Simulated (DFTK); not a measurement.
# MgB2 (P6/mmm) in DFTK: equation of state

Aim: energy against volume of MgB2 in PBEsol, for its equilibrium volume and stiffness.

All numbers are computed with DFTK 0.8.2; they aren't measurements. Logs are shortened: lines on timing, memory, paths and dates and some standing lists are left out, and cuts for length are marked.

### 1 The structure

Symmetry: P6/mmm, No. 191, hexagonal system. The conventional cell has a = 3.085 Å, b = 3.085 Å, c = 3.523 Å, α = 90.00°, β = 90.00°, γ = 120.00°. Mg (site symmetry 6/mmm) has 12 B at 2.51 Å as nearest neighbours. B (site symmetry -6m2) is surrounded by 3 B at 1.78 Å.

### 2 Equation of state, PBEsol

Contents of run.jl:

```julia
using DFTK
using PseudoPotentialData
using Unitful, UnitfulAtomic
using LinearAlgebra, Printf
include("save.jl")
disable_threading()

# lattice vectors are the columns
lattice = austrip(1u"Å") * [         3.085        -1.5425            0.0;
                      0.0   2.6716883707            0.0;
                      0.0            0.0          3.523]
symbols   = [:Mg, :B, :B]
positions = [[0.0, 0.0, 0.0],
             [0.6666666667, 0.3333333333, 0.5],
             [0.3333333333, 0.6666666667, 0.5]]
pseudopotentials = PseudoFamily("dojo.nc.sr.pbesol.v0_4_1.standard.upf")
elements = Dict(s => ElementPsp(s, pseudopotentials) for s in unique(symbols))
atoms    = [elements[s] for s in symbols]

build_model(lattice, positions; symmetries=true) =
    model_DFT(lattice, atoms, positions;
              functionals=PBEsol(),
              temperature=austrip(0.05u"eV"),
              smearing=Smearing.FermiDirac(),
              symmetries)
Ecut  = 42.0  # hartree
kgrid = [10, 10, 8]
tol   = 1e-6
to_GPa = ustrip(uconvert(u"GPa", 1u"hartree/bohr^3"))

results["points"] = []
for scale in [0.94, 0.96, 0.98, 1.0, 1.02, 1.04, 1.06]
    println("\n=== scale = ", scale)
    model = build_model(cbrt(scale) * lattice, positions)
    basis = PlaneWaveBasis(model; Ecut, kgrid)
    t0 = time()
    scfres = self_consistent_field(basis;
                                   tol,
                                   nbandsalg=AdaptiveBands(model; n_bands_converge=13))
    seconds = time() - t0
    @printf "SCF: %d iterations, %.1f s\n" scfres.n_iter seconds
    forces = compute_forces_cart(scfres)
    stress = compute_stresses_cart(scfres)
    @printf "V = %.5f Å^3  F = %.8f Ha  max force = %.5f eV/Å  p = %.4f GPa\n" ustrip(auconvert(u"Å^3", model.unit_cell_volume)) scfres.energies.total ustrip(auconvert(u"eV/Å", maximum(norm, forces))) (-tr(stress) / 3 * to_GPa)
    push!(results["points"], save_scf!(scfres; forces, stress, d=Dict{String,Any}("seconds" => seconds, "n_matvec" => get(scfres, :n_matvec, 0))))
end

# third-order Birch-Murnaghan fit in x = V^(-2/3)
V = [0.94, 0.96, 0.98, 1.0, 1.02, 1.04, 1.06] * abs(det(lattice))
E = [p["total"] for p in results["points"]]
x = V .^ (-2 / 3)
c = [x .^ 0 x x .^ 2 x .^ 3] \ E
Δ = c[3]^2 - 3c[2] * c[4]
if Δ > 0
    x0 = (-c[3] + sqrt(Δ)) / 3c[4]
    B0 = 4 / 9 * x0^(7 / 2) * (2c[3] + 6c[4] * x0)
    @printf "V0 = %.4f Å^3  B0 = %.2f GPa\n" ustrip(auconvert(u"Å^3", x0^(-3 / 2))) B0 * to_GPa
end
```

Potentials or basis: dojo.nc.sr.pbesol.v0_4_1.standard.upf (PBEsol).

Launch:

```sh
julia --threads=1 run.jl  # save.jl only writes the numbers to a file and isn't shown; printed stress counts tension as positive; times include loading and compiling
```

Log:

```text
=== scale = 0.94
n     Energy            log10(ΔE)   log10(Δρ)   Diag   Δtime
---   ---------------   ---------   ---------   ----   ------
  1   -65.12799988353                   -0.70    4.8    6.74s
  2   -65.18953960932       -1.21       -1.38    2.3    4.17s
  3   -65.19215038018       -2.58       -2.04    3.1    5.07s
  4   -65.19220746035       -4.24       -2.92    2.1    3.75s
  5   -65.19220906718       -5.79       -3.59    3.4    4.62s
  6   -65.19220912130       -7.27       -4.17    2.2    4.04s
  7   -65.19220912358       -8.64       -4.91    2.4    3.88s
  8   -65.19220912366      -10.10       -5.75    2.8    4.30s
  9   -65.19220912366      -11.60       -6.39    3.1    4.55s
SCF: 9 iterations, 42.2 s
V = 27.29490 Å^3  F = -65.19220912 Ha  max force = 0.00000 eV/Å  p = 7.4423 GPa

=== scale = 0.96
n     Energy            log10(ΔE)   log10(Δρ)   Diag   Δtime
---   ---------------   ---------   ---------   ----   ------
  1   -65.13009773109                   -0.70    4.8    6.11s
[... 43 further cycles ...]
  9   -65.19165067740      -10.98       -6.10    3.0    5.79s
SCF: 9 iterations, 51.9 s
V = 30.19861 Å^3  F = -65.19165068 Ha  max force = 0.00000 eV/Å  p = -7.9724 GPa

=== scale = 1.06
n     Energy            log10(ΔE)   log10(Δρ)   Diag   Δtime
---   ---------------   ---------   ---------   ----   ------
  1   -65.13329693551                   -0.74    4.8    8.03s
  2   -65.18768180344       -1.26       -1.40    2.3    4.71s
  3   -65.19038306078       -2.57       -2.06    3.0    5.35s
  4   -65.19043407008       -4.29       -2.94    2.1    5.00s
  5   -65.19043579576       -5.76       -3.49    3.3    6.65s
  6   -65.19043589263       -7.01       -3.96    2.0    4.84s
  7   -65.19043590227       -8.02       -4.70    2.3    4.99s
  8   -65.19043590244       -9.79       -5.48    2.6    5.30s
  9   -65.19043590245      -10.90       -6.07    2.9    5.64s
SCF: 9 iterations, 52.0 s
V = 30.77935 Å^3  F = -65.19043590 Ha  max force = 0.00000 eV/Å  p = -10.2831 GPa
V0 = 28.5338 Å^3  B0 = 155.37 GPa
```

Run time: 10 min. Hardware: 1 thread of Intel Xeon 6975P-C (Granite Rapids), shared host; peak memory 2 GiB.

What came out:

```
Equilibrium volume                        : 9.51 Å³/atom
Bulk modulus at fixed shape and positions : 155 GPa
Pressure derivative of the bulk modulus   : 3.6
```

Energy against volume, from the lowest point:
```csv
volume (Å³/atom),energy (meV/atom)
9.098,9.28
9.292,2.52
9.485,0.00
9.679,1.37
9.873,6.25
10.066,14.35
10.260,25.36
```

Caveat: the cell was scaled at fixed shape and fractional positions, which overstates the stiffness of a crystal with free parameters, most of all of layers and chains.

### 3 Single point, PBEsol, 9.10 Å³/atom (volume scaled by 0.94)

run.jl is that of step 2.

Potentials or basis: dojo.nc.sr.pbesol.v0_4_1.standard.upf (PBEsol).

Launch:

```sh
julia --threads=1 run.jl  # one pass of the loop, scale = 0.94; save.jl only writes the numbers to a file and isn't shown; printed stress counts tension as positive; times include loading and compiling
```

Run time: 42 s. Hardware: 1 thread of Intel Xeon 6975P-C (Granite Rapids), shared host.

The run converged. Its results:

- Free energy: -1773.9704 eV
- Pressure: 7.4 GPa
- Band gap on the k mesh: none (metal or under the smearing width)

### 4 Single point, PBEsol, 9.29 Å³/atom (volume scaled by 0.96)

run.jl is that of step 3.

Potentials or basis: dojo.nc.sr.pbesol.v0_4_1.standard.upf (PBEsol).

Launch:

```sh
julia --threads=1 run.jl  # one pass of the loop, scale = 0.96; save.jl only writes the numbers to a file and isn't shown; printed stress counts tension as positive; times include loading and compiling
```

Log:

```text
=== scale = 0.96
n     Energy            log10(ΔE)   log10(Δρ)   Diag   Δtime
---   ---------------   ---------   ---------   ----   ------
  1   -65.13009773109                   -0.70    4.8    6.11s
[... 43 further cycles ...]
  9   -65.19165067740      -10.98       -6.10    3.0    5.79s
SCF: 9 iterations, 51.9 s
V = 30.19861 Å^3  F = -65.19165068 Ha  max force = 0.00000 eV/Å  p = -7.9724 GPa
```

It took 41 s on 1 thread of Intel Xeon 6975P-C (Granite Rapids), shared host.

Results:

```
Free energy            : -1773.9907 eV
Pressure               : 3.8 GPa
Band gap on the k mesh : none (metal or under the smearing width)
```

### 5 Single point, PBEsol, 9.49 Å³/atom (volume scaled by 0.98)

run.jl is that of step 4.

Launch:

```sh
julia --threads=1 run.jl  # one pass of the loop, scale = 0.98; save.jl only writes the numbers to a file and isn't shown; printed stress counts tension as positive; times include loading and compiling
```

Wall time 41 s (1 thread of Intel Xeon 6975P-C (Granite Rapids), shared host).

The run converged. Its results:

```
Free energy            : -1773.9982 eV
Pressure               : 0.4 GPa
Band gap on the k mesh : none (metal or under the smearing width)
```

### 6 Single point, PBEsol, 9.68 Å³/atom

run.jl is that of step 5.

Potentials or basis: dojo.nc.sr.pbesol.v0_4_1.standard.upf (PBEsol).

Launch:

```sh
julia --threads=1 run.jl  # one pass of the loop, scale = 1.0; save.jl only writes the numbers to a file and isn't shown; printed stress counts tension as positive; times include loading and compiling
```

It took 47 s on 1 thread of Intel Xeon 6975P-C (Granite Rapids), shared host.

The run converged. Its results:

* Free energy: -1773.9941 eV
* Pressure: -2.7 GPa
* Band gap on the k mesh: none (metal or under the smearing width)

### 7 Single point, PBEsol, 9.87 Å³/atom (volume scaled by 1.02)

run.jl is that of step 6.

Launch:

```sh
julia --threads=1 run.jl  # one pass of the loop, scale = 1.02; save.jl only writes the numbers to a file and isn't shown; printed stress counts tension as positive; times include loading and compiling
```

Wall time 49 s (1 thread of Intel Xeon 6975P-C (Granite Rapids), shared host).

It converged, with:

- Free energy: -1773.9795 eV
- Pressure: -5.4 GPa
- Band gap on the k mesh: none (metal or under the smearing width)

### 8 Single point, PBEsol, 10.07 Å³/atom (volume scaled by 1.04)

run.jl is that of step 7.

Launch:

```sh
julia --threads=1 run.jl  # one pass of the loop, scale = 1.04; save.jl only writes the numbers to a file and isn't shown; printed stress counts tension as positive; times include loading and compiling
```

It took 52 s on 1 thread of Intel Xeon 6975P-C (Granite Rapids), shared host.

It converged, with:

| Property | Result |
| --- | --- |
| Free energy | -1773.9552 eV |
| Pressure | -8.0 GPa |
| Band gap on the k mesh | none (metal or under the smearing width) |

### 9 Single point, PBEsol, 10.26 Å³/atom (volume scaled by 1.06)

run.jl is that of step 8.

Potentials or basis: dojo.nc.sr.pbesol.v0_4_1.standard.upf (PBEsol).

Launch:

```sh
julia --threads=1 run.jl  # one pass of the loop, scale = 1.06; save.jl only writes the numbers to a file and isn't shown; printed stress counts tension as positive; times include loading and compiling
```

Wall time 52 s (1 thread of Intel Xeon 6975P-C (Granite Rapids), shared host).

It converged, with:

* Free energy: -1773.9221 eV
* Pressure: -10.3 GPa
* Band gap on the k mesh: none (metal or under the smearing width)
